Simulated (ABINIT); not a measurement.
The system is HgSe.

```
Hg Se
1.0
     0.00000    3.03900    3.03900
     3.03900    0.00000    3.03900
     3.03900    3.03900    0.00000
Hg Se
1 1
Direct
  0.00000 0.00000 0.00000
  0.75000 0.75000 0.75000
```

Base run:

* Program: ABINIT 10.8.3 (patched build)
* Functional: PBEsol
* Potentials or basis: PseudoDojo NC SR PBEsol v0.4.1 standard
* Cutoff: 1061 eV
* k mesh: 6 × 6 × 6
* Occupations: fermi-dirac, width 0.05 eV
* Spin: no spin polarisation

Its results: band gap on the k mesh none (metal or under the smearing width); pressure 1.2 GPa.

Task: The run is repeated on the same cell with these changes: functional from PBEsol to LDA; potentials or basis from PseudoDojo NC SR PBEsol v0.4.1 standard to PseudoDojo NC SR LDA v0.4.1 standard. What comes out?

Result: Band gap on the k mesh none (metal or under the smearing width); pressure -0.7 GPa.
